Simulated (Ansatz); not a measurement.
GeO₂:
```
GeO2
1.0
    5.09118     0.00000     0.00000
   -2.54559     4.40909     0.00000
    0.00000     0.00000     5.76870
Ge O
3 6
Cartesian
  2.31930   0.00000   3.84580
 -1.15965   2.00857   1.92290
  1.38594   2.40052   0.00000
  1.26326   1.31534   4.37307
  0.50749   1.75168   1.39563
  3.32043   0.43635   2.45017
  0.77484   3.97274   5.24143
  3.05307   2.65740   0.52727
 -1.28233   3.09375   3.31853
```

Relaxed with PBE. Special points in fractions of this cell's reciprocal vectors: Γ (0.000, 0.000, 0.000); M (0.500, 0.000, 0.000); K (0.333, 0.333, 0.000); A (0.000, 0.000, 0.500); L (0.500, 0.000, 0.500); H (0.333, 0.333, 0.500).

Q: List the band energies nearest the valence-band maximum at these points for DFT-PBE in the program Ansatz with PAW potentials.

A: In eV from the valence-band maximum; about four levels below and three above (degenerate sets whole), none deeper than 8.9 eV; points with the same levels are listed once.

```tsv
k	below	above
Γ	-0.43 -0.43 -0.42 -0.07 -0.07	3.22 7.26 7.26
M	-0.40 -0.21 -0.20 -0.03	5.10 6.16 6.88
K	-0.43 -0.43 -0.18 -0.18 0.00	5.68 5.68 6.87
A	-0.52 -0.52 -0.48 -0.06	5.07 5.07 8.52 8.52
L	-0.57 -0.52 -0.32 -0.02	5.26 6.20 7.50
H	-0.69 -0.69 -0.40 -0.24 -0.24	5.28 6.78 6.78
```

Space group P3_221. Symmetry was held in the PBE relaxation. Spin–orbit coupling is left out wherever it is not named.

Potentials: the later of the program's two PAW sets.
